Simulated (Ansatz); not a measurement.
TaN, one structure, two calculations

Cell: a structure deposited in the COD, whose atoms a relaxation with PBE at fixed cell left in place.

```yaml
crystal:
  lattice:
    - [2.93800, 0.00000, 0.00000]
    - [-1.46900, 2.54438, 0.00000]
    - [0.00000, 0.00000, 2.88300]
  atoms:
    - { symbol: Ta, position: [0.33333, 0.66667, 0.50000] }
    - { symbol: N, position: [0.00000, 0.00000, 0.00000] }
```

Atoms are numbered from 1 in the order listed; like atoms form one site, named after its first atom.

First run. Computed with Ansatz: DFT, PBE, plane waves and PAW, scalar-relativistic, collinear spin, 420 eV cutoff, Γ-centred 18×18×16 k-points, Fermi–Dirac smearing 0.05 eV. Start moments as typed (μB): 2 on each Ta, none on the rest.

```tsv
site	atom	V_zz (10²¹ V/m²)	η
Ta	1	5.22	0.00
N	2	0.099	0.00
```

Second run. The same atoms and settings, except that the functional is r2SCAN and the cutoff is 500 eV.

Q: Given the first result, estimate the second.

A: 

```csv
site,atom,V_zz,η,change of V_zz
Ta,1,4.20,0.00,-1.02
N,2,0.078,0.00,-0.02
```

The largest change of V_zz is on Ta, from 5.22 to 4.20. In per cent, |V_zz| changes by -20 on Ta (all sites that start above 2).

With no gap above 0.1 eV, as in a metal, the gradients converge slowly in k; expect changes of a tenth or more on a denser mesh. Without spin–orbit coupling the gradients at and beside Ta can be off by some per cent, at some sites by more. With these PAW files V_zz is typically within 2 to 3 % of all-electron values, but misses above 10 % occur on Ta. Semilocal functionals make gaps too small and can close them, so the real compound need not be a metal. The start moments die out, and the run ends without spin.
For the first run: At this cell the principal stresses reach 5 GPa in size with PBE, which can matter for small gradients.
For the second run: The program didn't check the stability of this electronic state in full, so a lower one may lie near.
